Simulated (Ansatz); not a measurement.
# AlCu3: the cost of one run

Computed with Ansatz 0.2.0 (DFT PBEsol, scalar-relativistic, plane waves, PAW, unless a step's input says otherwise).

**1. Starting point**

The structure is cubic, space group Pm-3m (No. 221). Conventional cell: a = 3.637 Å, b = 3.637 Å, c = 3.637 Å, α = 90.00°, β = 90.00°, γ = 90.00°. Around Al (site symmetry m-3m) lie 12 Cu at 2.57 Å. Cu (site symmetry 4/mmm) is surrounded by 4 Al at 2.57 Å and 8 Cu at 2.57 Å.

As a file:

```
CELL_PARAMETERS angstrom
3.63738 0.00000 0.00000
0.00000 3.63738 0.00000
0.00000 0.00000 3.63738
ATOMIC_POSITIONS crystal
Al 0.00000 0.00000 0.00000
Cu 0.50000 0.50000 0.00000
Cu 0.50000 0.00000 0.50000
Cu 0.00000 0.50000 0.50000
```

The structure comes from the Materials Project (structure only).

**2. A change within a subgroup**

The change: strain xx, yy, zz, yz, xz, xy = +2.5, +2.5, +2.5, -6.0, +6.0, -6.0 %.

Input file input.yaml:

```yaml
crystal:
  lattice:
    - [3.728893067, -0.2182426002, 0.2182426002]
    - [-0.2182426002, 3.728893067, -0.2182426002]
    - [0.2182426002, -0.2182426002, 3.728893067]
  atoms:
    - { symbol: Al, position: [0.0, 0.0, 0.0] }
    - { symbol: Cu, position: [0.5, 0.5, 0.0] }
    - { symbol: Cu, position: [0.5, 0.0, 0.5] }
    - { symbol: Cu, position: [0.0, 0.5, 0.5] }
basis:
  ecutwfc: 420
kpoints:
  mp_grid: { grid: [12, 12, 12] }
hamiltonian:
  xc: pbesol
scf:
  occupations: { method: gaussian, width: 0.1 }
output:
  forces: true
  stress: true
  eigenvalues: true
```

Command:

```
$ ansatz run input.yaml --threads 1 --pin off --max-ram 1331MiB --backend cpu --events-out ev --progress --plain --runs-dir out
```

Q: Estimate wall time and peak memory on 1 thread of an x86-64 CPU, shared host.

About 9.5 s, with a peak of 0.57 GiB.
